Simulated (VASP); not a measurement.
# TiO2 (I4_1/amd) in VASP: further runs

One crystal, TiO2, is run at these levels: PBEsol; tasks: single point, relaxation of cell and atoms.

All numbers are computed with VASP 6.6.1; they aren't measurements. Logs are shortened: lines on timing, memory, paths and dates and some standing lists are left out, and cuts for length are marked.

### Step 1. Starting point

It takes space group I4_1/amd (No. 141, tetragonal). Conventional cell: a = 3.770 Å, b = 3.770 Å, c = 9.552 Å, α = 90.00°, β = 90.00°, γ = 90.00°. Around Ti (site symmetry -4m2) lie 6 O at 1.93 to 1.98 Å. O (site symmetry 2mm) is surrounded by 3 Ti at 1.93 to 1.98 Å.

### Step 2. Single point, PBEsol

Input file INCAR:

```
  PREC = Accurate
  ENCUT = 520
  EDIFF = 1E-7
  ISMEAR = 0
  SIGMA = 0.02
  LREAL = F
  LASPH = T
  NELM = 100
  ALGO = Fast
  ISIF = 2
  LWAVE = F
  LCHARG = T
  GGA = PS
  LELF = T
  LVHAR = T
  NBANDS = 33
```

Input file KPOINTS:

```
regular mesh
0
Gamma
  10 10 10
```

Input file POSCAR:

```
TiO2
1.0
   -1.8848870517      1.8848870517      4.7758984962
    1.8848870517     -1.8848870517      4.7758984962
    1.8848870517      1.8848870517     -4.7758984962
Ti O
2 4
Direct
    0.0000000000      0.0000000000      0.0000000000
    0.7500000000      0.2500000000      0.5000000000
    0.2075267121      0.2075267121      0.0000000000
    0.9575267121      0.4575267121      0.5000000000
    0.5424732879      0.0424732879      0.5000000000
    0.7924732879      0.7924732879      0.0000000000
```

Potentials or basis: VASP PAW PBE potentials, release 64 (Ti_sv, O).

Command:

```sh
$ cat potpaw_PBE.64/Ti_sv/POTCAR potpaw_PBE.64/O/POTCAR > POTCAR
$ mpirun -np 1 vasp_std > vasp.out
```

OUTCAR:

```text
PREC = Accurate
   ENCUT = 520
   EDIFF = 1E-7
   ISMEAR = 0
   LREAL = F
   LASPH = T
   NELM = 100
   ISIF = 2
   GGA = PS

 ion  position               nearest neighbor table
   1  0.000  0.000  0.000-   5 1.93   4 1.93   5 1.93   4 1.93   3 1.98   6 1.98
   2  0.750  0.250  0.500-   6 1.93   3 1.93   6 1.93   3 1.93   4 1.98   5 1.98
   3  0.208  0.208  0.000-   2 1.93   2 1.93   1 1.98
   4  0.958  0.458  0.500-   1 1.93   1 1.93   2 1.98
   5  0.542  0.042  0.500-   1 1.93   1 1.93   2 1.98
   6  0.792  0.792  0.000-   2 1.93   2 1.93   1 1.98

  LATTYP: Found a body centered tetragonal cell.
 ALAT       =     3.7697741034
 C/A-ratio  =     2.5337849777

  Lattice vectors:

 A1 = (  -1.8848870517,   1.8848870517,   4.7758984962)
 A2 = (   1.8848870517,  -1.8848870517,   4.7758984962)
 A3 = (   1.8848870517,   1.8848870517,  -4.7758984962)

Analysis of symmetry for initial positions (statically):
=====================================================================
 Subroutine PRICEL returns:
 Original cell was already a primitive cell.

 Routine SETGRP: Setting up the symmetry group for a
 body centered tetragonal supercell.

 Subroutine GETGRP returns: Found 16 space group operations
 (whereof  8 operations were pure point group operations)
 out of a pool of 16 trial point group operations.

The static configuration has the point symmetry D_2d.
 The point group associated with its full space group is D_4h.

Analysis of symmetry for dynamics (positions and initial velocities):
=====================================================================
 Subroutine PRICEL returns:
 Original cell was already a primitive cell.

 Routine SETGRP: Setting up the symmetry group for a
 body centered tetragonal supercell.

 Subroutine GETGRP returns: Found 16 space group operations
 (whereof  8 operations were pure point group operations)
 out of a pool of 16 trial point group operations.

The dynamic configuration has the point symmetry D_2d.
 The point group associated with its full space group is D_4h.

 Subroutine INISYM returns: Found 16 space group operations
 (whereof  8 operations are pure point group operations),
 and found     1 'primitive' translations

----------------------------------------------------------------------------------------

                                     Primitive cell

  volume of cell :      67.8712

  direct lattice vectors                    reciprocal lattice vectors
[... 95 lines left out ...]
   EDIFF  = 0.1E-06   stopping-criterion for ELM
   LREAL  =      F    real-space projection
   EDIFFG = 0.1E-05   stopping-criterion for IOM
   NSW    =      0    number of steps for IOM
   IBRION =     -1    ionic relax: 0-MD 1-quasi-New 2-CG
   NFREE  =      0    steps in history (QN), initial steepest desc. (CG)
   ISIF   =      2    stress and relaxation
   ISYM   =      2    0-nonsym 1-usesym 2-fastsym
   POTIM  = 0.5000    time-step for ionic-motion
   TEBEG  =    0.0;   TEEND  =   0.0 temperature during run
   PSTRESS=    0.0 pullay stress
   NELECT =      48.0000    total number of electrons
   NUPDOWN=      -1.0000    fix difference up-down
   EMIN   =  10.00;   EMAX   =-10.00  energy-range for DOS
   EFERMI =   0.00;   METHOD = LEGACY
   ISMEAR =     0;   SIGMA  =   0.02  broadening in eV -4-tet -1-fermi 0-gaus
   EFERMI_NEDOS =   21; number of points for ismear=-14 and -15
   IALGO  =     68    algorithm
   IMIX   =      4    mixing-type and parameters
     AMIX     =   0.40;   BMIX     =  1.00
     AMIX_MAG =   1.60;   BMIX_MAG =  1.00
  volume/ion in A,a.u.               =      11.31        76.34
  Fermi-wavevector in a.u.,A,eV,Ry     =   1.458568  2.756294 28.945312  2.127420
  Thomas-Fermi vector in A             =   2.575237
   LORBIT       =      0    0 simple, 1 ext, 2 COOP (PROOUT), +10 PAW based schemes
   GGA     = PS    functional components
   LHFCALC =     F    Hartree Fock is set to
   AEXX    =    0.0000 exact exchange contribution
   IVDW    =     0    specifies the selected vdW correction
   LEPSILON=     F    determine dielectric tensor
   LRPA    =     F    only Hartree local field effects (RPA)
 non-spin polarized calculation
 RMM-DIIS sequential band-by-band and
 Gauss-broadening in eV      SIGMA  =   0.02
  energy-cutoff  :      520.00
  volume of cell :       67.87
 maximum number of plane-waves:      1850
 NGX is ok and might be reduce to    42
   NGX = 21   NGY = 21   NGZ = 21

 number of electron      47.9999993 magnetization

 Free energy of the ion-electron system (eV)
  ---------------------------------------------------
  ext. energy  EPLUGINS =         0.00000000
  ---------------------------------------------------
  free energy    TOTEN  =       -56.21747078 eV

  energy without entropy =      -56.21747078  energy(sigma->0) =      -56.21747078

 E-fermi :   3.3862     XC(G=0): -11.0356

 val. band max:        3.3062661029   @ k =  -0.4000   0.4000   0.0000
 cond. band min:       5.4035786370   @ k =   0.0000   0.0000   0.0000
 fundamental gap:      2.0973125341
 Fermi energy:         3.3861928758

 k-point     1 :       0.0000    0.0000    0.0000
  band No.  band energies     occupation
      1     -52.7901      2.00000
      2     -52.7277      2.00000
      3     -29.3826      2.00000
      4     -29.1336      2.00000
      5     -29.1336      2.00000
      6     -29.0605      2.00000
[... 853 lines left out ...]
     32       9.8815      0.00000
     33      10.7771      0.00000

 [... further k-points ...]
[... 5 lines left out ...]
  --------------------------------------------------------------------------------------
  -------------------------------------------------------------------------------------
  Total        0.2754152      0.2754152      0.3129813      0.0000000     -0.0000000      0.0000000
  in kB        6.5014870      6.5014870      7.3882789      0.0000000     -0.0000000      0.0000000
  external PRESSURE =       6.7970843 kB  Pullay stress =       0.0000000 kB

 VOLUME and BASIS-vectors are now :
 -----------------------------------------------------------------------------
  energy-cutoff  :      520.00
  volume of cell :       67.87
      direct lattice vectors                 reciprocal lattice vectors
    -1.884887052  1.884887052  4.775898496     0.000000000  0.265267884  0.104692342
     1.884887052 -1.884887052  4.775898496     0.265267884  0.000000000  0.104692342
     1.884887052  1.884887052 -4.775898496     0.265267884  0.265267884  0.000000000

 POSITION                                       TOTAL-FORCE (eV/Angst)
 -----------------------------------------------------------------------------------
      0.00000      0.00000      0.00000         0.000000      0.000000      0.000000
     -0.00000      1.88489      2.38795         0.000000      0.000000      0.000000
      0.00000      0.00000      1.98225        -0.000000      0.000000      0.019859
      0.00000      1.88489      4.37020         0.000000     -0.000000      0.019859
      0.00000      1.88489      0.40570         0.000000     -0.000000     -0.019859
      0.00000      0.00000      7.56954        -0.000000      0.000000     -0.019859
 -----------------------------------------------------------------------------------
    total drift:                                0.000000     -0.000000     -0.000000

  FREE ENERGIE OF THE ION-ELECTRON SYSTEM (eV)
  ---------------------------------------------------
  free  energy   TOTEN  =       -56.2174707789 eV

  energy  without entropy=      -56.2174707789  energy(sigma->0) =      -56.21747078
```

OSZICAR:

```text
N       E                     dE             d eps       ncg     rms          rms(c)
DAV:   1     0.652222276499E+03    0.65222E+03   -0.24244E+04  6732   0.169E+03
DAV:   2     0.268226724893E+02   -0.62540E+03   -0.57992E+03  7313   0.504E+02
DAV:   3    -0.675065386000E+02   -0.94329E+02   -0.92676E+02  9302   0.189E+02
[... 20 lines left out ...]
RMM:  24    -0.562174702260E+02   -0.53585E-06   -0.63852E-06 11177   0.986E-03    0.181E-03
RMM:  25    -0.562174705098E+02   -0.28384E-06   -0.33521E-06  9682   0.700E-03    0.159E-03
RMM:  26    -0.562174706569E+02   -0.14709E-06   -0.17658E-06  9187   0.577E-03    0.109E-03
RMM:  27    -0.562174707401E+02   -0.83133E-07   -0.11318E-06  9044   0.499E-03    0.656E-04
RMM:  28    -0.562174707789E+02   -0.38834E-07   -0.58237E-07  8410   0.433E-03
   1 F= -.56217471E+02 E0= -.56217471E+02  d E =-.523048E-11
```

Wall time 29 min (1 thread of Intel Xeon Platinum 8375C at 2.90GHz (Ice Lake), shared host); peak memory 0.37 GiB.

What came out:

| Item | Value |
| --- | --- |
| Free energy | -56.2175 eV |
| Pressure | 0.7 GPa |
| Largest force | 0.020 eV/Å |
| Band gap on the k mesh | 2.10 eV, indirect (least direct gap 2.42 eV) |

Forces on the atoms (eV/Å):
```
Ti   0.000  0.000  0.000
Ti   0.000  0.000  0.000
O    0.000  0.000  0.020
O    0.000  0.000  0.020
O    0.000  0.000 -0.020
O    0.000  0.000 -0.020
```

Stress tensor (GPa, compression positive):
```
0.65 0.00 0.00
0.00 0.65 0.00
0.00 0.00 0.74
```

Caveat: the PAW data sets were made with another functional, which shifts forces and pressure a little. Expect the measured gap to be larger: semilocal functionals such as PBEsol lack the derivative discontinuity.

### Step 3. Relaxation of cell and atoms, PBEsol

This run uses another cell than the first one, of 11.35 Å³/atom, 1.004 times its volume.

Input file INCAR:

```
SYSTEM = TiO2
PREC = Accurate ; ENCUT = 600
EDIFF = 1E-7 ; ISMEAR = 0
SIGMA = 0.02 ; LREAL = .FALSE.
LASPH = .TRUE. ; NELM = 60
ALGO = Normal ; ISIF = 3
LWAVE = .FALSE. ; LCHARG = .FALSE.
GGA = PS ; IBRION = 2
NSW = 80 ; EDIFFG = -0.01
```

Input file KPOINTS:

```
Automatic mesh
0
G
  10 10 10
  0 0 0
```

Input file POSCAR:

```
TiO2
1.0
   -1.8921000000      1.8921000000      4.7573000000
    1.8921000000     -1.8921000000      4.7573000000
    1.8921000000      1.8921000000     -4.7573000000
Ti O
2 4
Direct
    0.0000000000      0.0000000000      0.0000000000
    0.7500000000      0.2500000000      0.5000000000
    0.2081000000      0.2081000000      0.0000000000
    0.9581000000      0.4581000000      0.5000000000
    0.5419000000      0.0419000000      0.5000000000
    0.7919000000      0.7919000000      0.0000000000
```

Potentials or basis: VASP PAW PBE potentials, release 64 (Ti_sv, O).

Command:

```sh
$ cat potpaw_PBE.64/Ti_sv/POTCAR potpaw_PBE.64/O/POTCAR > POTCAR
$ mpirun -np 1 vasp_std > vasp.out
```

OUTCAR:

```text
SYSTEM = TiO2
   PREC = Accurate
   ENCUT = 600
   EDIFF = 1E-7
   ISMEAR = 0
   LREAL = .FALSE.
   LASPH = .TRUE.
   NELM = 60
   ISIF = 3
   GGA = PS
   IBRION = 2
   NSW = 80
   EDIFFG = -0.01

 ion  position               nearest neighbor table
   1  0.000  0.000  0.000-   5 1.93   4 1.93   5 1.93   4 1.93   3 1.98   6 1.98
   2  0.750  0.250  0.500-   6 1.93   3 1.93   6 1.93   3 1.93   4 1.98   5 1.98
   3  0.208  0.208  0.000-   2 1.93   2 1.93   1 1.98
   4  0.958  0.458  0.500-   1 1.93   1 1.93   2 1.98
   5  0.542  0.042  0.500-   1 1.93   1 1.93   2 1.98
   6  0.792  0.792  0.000-   2 1.93   2 1.93   1 1.98

  LATTYP: Found a body centered tetragonal cell.
[... 475 lines left out ...]

 number of electron      47.9999997 magnetization

 Free energy of the ion-electron system (eV)
  ---------------------------------------------------
  ext. energy  EPLUGINS =         0.00000000
  ---------------------------------------------------
  free energy    TOTEN  =       -56.22658085 eV

  energy without entropy =      -56.22658085  energy(sigma->0) =      -56.22658085

 E-fermi :   3.5245     XC(G=0): -11.0215

 val. band max:        3.2803225234   @ k =  -0.4000   0.4000   0.0000
 cond. band min:       5.3795253398   @ k =   0.0000   0.0000   0.0000
 fundamental gap:      2.0992028165
 Fermi energy:         3.5244625329

 k-point     1 :       0.0000    0.0000    0.0000
  band No.  band energies     occupation
      1     -52.8216      2.00000
      2     -52.7602      2.00000
      3     -29.4105      2.00000
      4     -29.1639      2.00000
      5     -29.1639      2.00000
      6     -29.0919      2.00000
[... 733 lines left out ...]
     27       6.8363      0.00000
     28       6.9858      0.00000

 [... further k-points ...]
[... 5 lines left out ...]
  --------------------------------------------------------------------------------------
  -------------------------------------------------------------------------------------
  Total        0.0055115      0.0055115     -0.0000483      0.0000000      0.0000000      0.0000000
  in kB        0.1297753      0.1297753     -0.0011371      0.0000000      0.0000000      0.0000000
  external PRESSURE =       0.0861378 kB  Pullay stress =       0.0000000 kB
[... 21 lines left out ...]
  FREE ENERGIE OF THE ION-ELECTRON SYSTEM (eV)
  ---------------------------------------------------
  free  energy   TOTEN  =       -56.2265808523 eV

  energy  without entropy=      -56.2265808523  energy(sigma->0) =      -56.22658085

 reached required accuracy - stopping structural energy minimisation
```

CONTCAR:

```text
TiO2
   1.00000000000000
    -1.8855434477309201    1.8855434477309201    4.7846708338241308
     1.8855434477309201   -1.8855434477309201    4.7846708338241308
     1.8855434477309201    1.8855434477309201   -4.7846708338241308
  Ti              O
     2     4
Direct
     0.0000000000000000    0.0000000000000000    1.0000000000000000
     0.7500000000000000    0.2500000000000000    0.5000000000000000
     0.2073651836785246    0.2073651836785246    0.0000000000000000
     0.9573651836785246    0.4573651836785247    0.5000000000000000
     0.5426348163214754    0.0426348163214754    0.5000000000000000
     0.7926348163214754    0.7926348163214754    1.0000000000000000

  0.00000000E+00  0.00000000E+00  0.00000000E+00
  0.00000000E+00  0.00000000E+00  0.00000000E+00
  0.00000000E+00  0.00000000E+00  0.00000000E+00
  0.00000000E+00  0.00000000E+00  0.00000000E+00
  0.00000000E+00  0.00000000E+00  0.00000000E+00
  0.00000000E+00  0.00000000E+00  0.00000000E+00
```

It took 32 min on 1 thread of Intel Xeon Platinum 8488C (Sapphire Rapids), shared host; peak memory 0.49 GiB.

Results:

| Quantity | Value |
| --- | --- |
| Free energy | -56.2266 eV |
| Relaxed volume | 11.34 Å³/atom |
| Relaxed cell | a = 5.478 Å, b = 5.478 Å, c = 5.478 Å, α = 139.73°, β = 139.73°, γ = 58.26° |
| Space group after relaxing (to 0.05 Å) | I4_1/amd (No. 141) |
| Energy gained by relaxing | 0.2 meV/atom |
| Ionic steps | 8 |
| Pressure after relaxing | 0.0 GPa |
| Largest force after relaxing | 0.009 eV/Å |
| Band gap on the k mesh | 2.10 eV, indirect (least direct gap 2.42 eV) |

Forces on the atoms (eV/Å):
```
Ti   0.000  0.000  0.000
Ti   0.000  0.000  0.000
O    0.000  0.000  0.009
O    0.000  0.000  0.009
O    0.000  0.000 -0.009
O    0.000  0.000 -0.009
```

The path:
```
step  energy change (eV)  largest force (eV/Å)  pressure (GPa)  volume (Å³)
   1              0.0000                0.0108           -0.59        68.13
   2             -0.0004                0.0059            0.69        67.72
   3             -0.0008                0.0010            0.18        67.88
   4             -0.0009                0.0302           -0.03        67.94
   5             -0.0009                0.0265           -0.01        67.93
   6             -0.0010                0.0213           -0.01        67.95
   7             -0.0011                0.0113            0.00        67.98
   8             -0.0012                0.0091            0.01        68.04
```

Final structure:
```
CELL_PARAMETERS angstrom
-1.88554 1.88554 4.78467
1.88554 -1.88554 4.78467
1.88554 1.88554 -4.78467
ATOMIC_POSITIONS crystal
Ti 0.00000 0.00000 0.00000
Ti 0.75000 0.25000 0.50000
O 0.20737 0.20737 0.00000
O 0.95737 0.45737 0.50000
O 0.54263 0.04263 0.50000
O 0.79263 0.79263 0.00000
```

Levels at points of the mesh, in eV from the valence-band top:
| k point | band 22 | band 23 | band 24 | band 25 | band 26 | band 27 |
| --- | --- | --- | --- | --- | --- | --- |
| (0.00, 0.00, 0.00) | -0.77 | -0.46 | -0.46 | 2.10 | 2.84 | 4.05 |
| (0.50, 0.00, 0.00) | -0.95 | -0.83 | -0.64 | 3.25 | 3.57 | 3.59 |
| (0.50, 0.50, 0.00) | -2.08 | -0.04 | -0.04 | 3.33 | 3.33 | 3.83 |
| (0.50, 0.50, 0.50) | -1.26 | -0.10 | -0.10 | 2.46 | 2.46 | 3.80 |

Caveat: the PAW data sets were made with another functional, which shifts forces and pressure a little.
